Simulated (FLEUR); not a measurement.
Input of a FLEUR MaX-R8.1 (later development tree) run:

File inp.xml:

```xml
<?xml version="1.0" encoding="UTF-8" standalone="no"?>
<fleurInput fleurInputVersion="0.39">
   <comment>
      BaTe                                                                                                
   </comment>
   <calculationSetup>
      <cutoffs Kmax="4.1" Gmax="12.7" GmaxXC="12.7" numbands="0"/>
      <scfLoop itmax="60" minDistance="0.00001" maxIterBroyd="15" imix="Anderson" alpha="0.05" precondParam="0.0" spinf="2.0" sdNocoIR="T"/>
      <coreElectrons ctail="T" frcor="F" kcrel="0" coretail_lmax="0"/>
      <xcFunctional name="vwn" relativisticCorrections="F"/>
      <magnetism jspins="1"/>
      <soc l_soc="F" theta="0.0" phi="0.0" spav="F"/>
      <expertModes spex="0" secvar="F"/>
      <geometryOptimization l_f="F" forcealpha="1.0" forcemix="BFGS" epsdisp="0.00001" epsforce="0.00001"/>
      <ldaU l_linMix="F" mixParam="0.05" spinf="1.0"/>
   </calculationSetup>
   <cell>
      <bzIntegration valenceElectrons="42.0" mode="hist" fermiSmearingEnergy="0.00183747">
         <kPointListSelection listName="default-1"/>
         <!-- k-points included here -->
         <xi:include xmlns:xi="http://www.w3.org/2001/XInclude" href="kpts.xml"> </xi:include>
      </bzIntegration>
      <!-- symmetry operations included here -->
      <xi:include xmlns:xi="http://www.w3.org/2001/XInclude" href="sym.xml"> </xi:include>
      <bulkLattice scale="1.0">
         <bravaisMatrix>
            <row-1>    0.0000000000000000     6.4439660848860001     6.4439660848860001</row-1>
            <row-2>    6.4439660848860001     0.0000000000000000     6.4439660848860001</row-2>
            <row-3>    6.4439660848860001     6.4439660848860001     0.0000000000000000</row-3>
         </bravaisMatrix>
      </bulkLattice>
   </cell>
   <atomSpecies>
      <species name="Barium (Ba)" element="Ba" atomicNumber="56">
         <mtSphere radius="2.66" gridPoints="879" logIncrement="0.015"/>
         <atomicCutoffs lmax="10" lnonsphr="10"/>
         <electronConfig flipSpins="F">
            <coreConfig>(1s1/2) (2s1/2) (2p1/2) (2p3/2) (3s1/2) (3p1/2) (3p3/2) (4s1/2) (3d3/2) (3d5/2) (4p1/2) (4p3/2)</coreConfig>
            <valenceConfig>(5s1/2) (4d3/2) (4d5/2) (5p1/2) (5p3/2) (6s1/2)</valenceConfig>
         </electronConfig>
         <energyParameters s="6" p="5" d="4" f="4"/>
         <lo type="SCLO" l="0" n="5" eDeriv="0"/>
         <lo type="HELO" l="1" n="6" eDeriv="0"/>
         <lo type="HELO" l="1" n="6" eDeriv="1"/>
         <lo type="HELO" l="2" n="5" eDeriv="0"/>
         <lo type="HELO" l="2" n="5" eDeriv="1"/>
         <lo type="SCLO" l="3" n="4" eDeriv="2"/>
      </species>
      <species name="Tellurium (Te)" element="Te" atomicNumber="52">
         <mtSphere radius="2.66" gridPoints="879" logIncrement="0.015"/>
         <atomicCutoffs lmax="10" lnonsphr="10"/>
         <electronConfig flipSpins="F">
            <coreConfig>(1s1/2) (2s1/2) (2p1/2) (2p3/2) (3s1/2) (3p1/2) (3p3/2) (4s1/2) (3d3/2) (3d5/2)</coreConfig>
            <valenceConfig>(4p1/2) (4p3/2) (5s1/2) (4d3/2) (4d5/2) (5p1/2) (5p3/2)</valenceConfig>
            <stateOccupation state="(5p1/2)" spinUp="0.666667" spinDown="0.666667"/>
            <stateOccupation state="(5p3/2)" spinUp="1.333333" spinDown="1.333333"/>
         </electronConfig>
         <energyParameters s="5" p="5" d="5" f="4"/>
         <lo type="SCLO" l="1" n="4" eDeriv="0"/>
         <lo type="SCLO" l="1" n="4" eDeriv="1"/>
         <lo type="SCLO" l="2" n="4" eDeriv="0"/>
         <lo type="SCLO" l="2" n="4" eDeriv="1"/>
         <lo type="SCLO" l="0" n="5" eDeriv="2"/>
         <lo type="SCLO" l="3" n="4" eDeriv="2"/>
      </species>
   </atomSpecies>
   <atomGroups>
      <atomGroup species="Barium (Ba)">
         <relPos label="                   1">.0000000000 .0000000000 .0000000000</relPos>
         <force calculate="T" relaxXYZ="TTT"/>
      </atomGroup>
      <atomGroup species="Tellurium (Te)">
         <relPos label="                   2">1.000/2.000 1.000/2.000 1.000/2.000</relPos>
         <force calculate="T" relaxXYZ="TTT"/>
      </atomGroup>
   </atomGroups>
   <output dos="F" band="F" slice="F">
      <checks vchk="F" cdinf="F"/>
      <bandDOS minEnergy="-.5*Htr" maxEnergy="0.5*Htr" sigma="0.015" storeEVData="T"/>
      <vacuumDOS vacdos="F" integ="F" star="F" nstars="0" locx1="0.0" locy1="0.0" locx2="0.0" locy2="0.0" nstm="0" tworkf="0.0"/>
      <unfoldingBand unfoldBand="F" supercellX="1" supercellY="1" supercellZ="1"/>
      <plotting iplot="0" polar="F">
         <plot TwoD="T" vec1="  1.0  0.0  0.0" vec2="  0.0  1.0  0.0" vec3="  0.0  0.0  1.0" zero="  0.0  0.0  0.0" file="plot"/>
      </plotting>
      <chargeDensitySlicing numkpt="0" minEigenval="0.0" maxEigenval="0.0" nnne="0" pallst="F"/>
      <specialOutput eonly="F"/>
      <moessbauerParams electricFieldGradient="T" isomerShift="T" coreHyperfine="T" valenceHyperfine="T"/>
      <magneticCircularDichroism mcd="F" energyLo="-10.0" energyUp="0.0"/>
   </output>
  <!-- We include the file relax.xml here to enable relaxations (see documentation) -->
  <xi:include xmlns:xi="http://www.w3.org/2001/XInclude" href="relax.xml"> <xi:fallback/> </xi:include>
</fleurInput>
```

File crystal.txt:

```
BaTe
&input cartesian=F /
0.0000000000  3.4100000000  3.4100000000
3.4100000000  0.0000000000  3.4100000000
3.4100000000  3.4100000000  0.0000000000
1.8897261246
1.0 1.0 1.0

2
56 0.0000000000  0.0000000000  0.0000000000
52 0.5000000000  0.5000000000  0.5000000000

&kpt div1=7 div2=7 div3=7 gamma=T /
```

inp.xml (bands)

```
<?xml version="1.0" encoding="UTF-8" standalone="no"?>
<fleurInput fleurInputVersion="0.39">
   <comment>
      BaTe                                                                                                
   </comment>
   <calculationSetup>
      <cutoffs Kmax="4.1" Gmax="12.7" GmaxXC="12.7" numbands="0"/>
      <scfLoop itmax="60" minDistance="0.00001" maxIterBroyd="15" imix="Anderson" alpha="0.05" precondParam="0.0" spinf="2.0" sdNocoIR="T"/>
      <coreElectrons ctail="T" frcor="F" kcrel="0" coretail_lmax="0"/>
      <xcFunctional name="vwn" relativisticCorrections="F"/>
      <magnetism jspins="1"/>
      <soc l_soc="F" theta="0.0" phi="0.0" spav="F"/>
      <expertModes spex="0" secvar="F"/>
      <geometryOptimization l_f="F" forcealpha="1.0" forcemix="BFGS" epsdisp="0.00001" epsforce="0.00001"/>
      <ldaU l_linMix="F" mixParam="0.05" spinf="1.0"/>
   </calculationSetup>
   <cell>
      <bzIntegration valenceElectrons="42.0" mode="hist" fermiSmearingEnergy="0.00183747">
         <kPointListSelection listName="path-1"/>
         <!-- k-points included here -->
         <xi:include xmlns:xi="http://www.w3.org/2001/XInclude" href="kpts.xml"> </xi:include>
      </bzIntegration>
      <!-- symmetry operations included here -->
      <xi:include xmlns:xi="http://www.w3.org/2001/XInclude" href="sym.xml"> </xi:include>
      <bulkLattice scale="1.0">
         <bravaisMatrix>
            <row-1>    0.0000000000000000     6.4439660848860001     6.4439660848860001</row-1>
            <row-2>    6.4439660848860001     0.0000000000000000     6.4439660848860001</row-2>
            <row-3>    6.4439660848860001     6.4439660848860001     0.0000000000000000</row-3>
         </bravaisMatrix>
      </bulkLattice>
   </cell>
   <atomSpecies>
      <species name="Barium (Ba)" element="Ba" atomicNumber="56">
         <mtSphere radius="2.66" gridPoints="879" logIncrement="0.015"/>
         <atomicCutoffs lmax="10" lnonsphr="10"/>
         <electronConfig flipSpins="F">
            <coreConfig>(1s1/2) (2s1/2) (2p1/2) (2p3/2) (3s1/2) (3p1/2) (3p3/2) (4s1/2) (3d3/2) (3d5/2) (4p1/2) (4p3/2)</coreConfig>
            <valenceConfig>(5s1/2) (4d3/2) (4d5/2) (5p1/2) (5p3/2) (6s1/2)</valenceConfig>
         </electronConfig>
         <energyParameters s="6" p="5" d="4" f="4"/>
         <lo type="SCLO" l="0" n="5" eDeriv="0"/>
         <lo type="HELO" l="1" n="6" eDeriv="0"/>
         <lo type="HELO" l="1" n="6" eDeriv="1"/>
         <lo type="HELO" l="2" n="5" eDeriv="0"/>
         <lo type="HELO" l="2" n="5" eDeriv="1"/>
         <lo type="SCLO" l="3" n="4" eDeriv="2"/>
      </species>
      <species name="Tellurium (Te)" element="Te" atomicNumber="52">
         <mtSphere radius="2.66" gridPoints="879" logIncrement="0.015"/>
         <atomicCutoffs lmax="10" lnonsphr="10"/>
         <electronConfig flipSpins="F">
            <coreConfig>(1s1/2) (2s1/2) (2p1/2) (2p3/2) (3s1/2) (3p1/2) (3p3/2) (4s1/2) (3d3/2) (3d5/2)</coreConfig>
            <valenceConfig>(4p1/2) (4p3/2) (5s1/2) (4d3/2) (4d5/2) (5p1/2) (5p3/2)</valenceConfig>
            <stateOccupation state="(5p1/2)" spinUp="0.666667" spinDown="0.666667"/>
            <stateOccupation state="(5p3/2)" spinUp="1.333333" spinDown="1.333333"/>
         </electronConfig>
         <energyParameters s="5" p="5" d="5" f="4"/>
         <lo type="SCLO" l="1" n="4" eDeriv="0"/>
         <lo type="SCLO" l="1" n="4" eDeriv="1"/>
         <lo type="SCLO" l="2" n="4" eDeriv="0"/>
         <lo type="SCLO" l="2" n="4" eDeriv="1"/>
         <lo type="SCLO" l="0" n="5" eDeriv="2"/>
         <lo type="SCLO" l="3" n="4" eDeriv="2"/>
      </species>
   </atomSpecies>
   <atomGroups>
      <atomGroup species="Barium (Ba)">
         <relPos label="                   1">.0000000000 .0000000000 .0000000000</relPos>
         <force calculate="T" relaxXYZ="TTT"/>
      </atomGroup>
      <atomGroup species="Tellurium (Te)">
         <relPos label="                   2">1.000/2.000 1.000/2.000 1.000/2.000</relPos>
         <force calculate="T" relaxXYZ="TTT"/>
      </atomGroup>
   </atomGroups>
   <output dos="F" band="T" slice="F">
      <checks vchk="F" cdinf="F"/>
      <bandDOS minEnergy="-.5*Htr" maxEnergy="0.5*Htr" sigma="0.015" storeEVData="T"/>
      <vacuumDOS vacdos="F" integ="F" star="F" nstars="0" locx1="0.0" locy1="0.0" locx2="0.0" locy2="0.0" nstm="0" tworkf="0.0"/>
      <unfoldingBand unfoldBand="F" supercellX="1" supercellY="1" supercellZ="1"/>
      <plotting iplot="0" polar="F">
         <plot TwoD="T" vec1="  1.0  0.0  0.0" vec2="  0.0  1.0  0.0" vec3="  0.0  0.0  1.0" zero="  0.0  0.0  0.0" file="plot"/>
      </plotting>
      <chargeDensitySlicing numkpt="0" minEigenval="0.0" maxEigenval="0.0" nnne="0" pallst="F"/>
      <specialOutput eonly="F"/>
      <moessbauerParams electricFieldGradient="T" isomerShift="T" coreHyperfine="T" valenceHyperfine="T"/>
      <magneticCircularDichroism mcd="F" energyLo="-10.0" energyUp="0.0"/>
   </output>
  <!-- We include the file relax.xml here to enable relaxations (see documentation) -->
  <xi:include xmlns:xi="http://www.w3.org/2001/XInclude" href="relax.xml"> <xi:fallback/> </xi:include>
</fleurInput>
```

Potentials or basis: all-electron, FLAPW.

Launch:

```bash
$ inpgen -f crystal.txt -profile fastHighL
$ # inp.xml edited to the form shown
$ fleur_MPI
$ fleur_MPI   # second run, on inp.xml (bands)
```

(1) Estimate the band gap along the path.

(2) Predict the band gap on the k mesh.

## Answers

(1) 1.32 eV, indirect (least direct gap 1.66 eV).

(2) 1.37 eV, indirect (least direct gap 1.71 eV).

Caveat: spin-orbit coupling is left out, which moves the levels of the heavy elements.
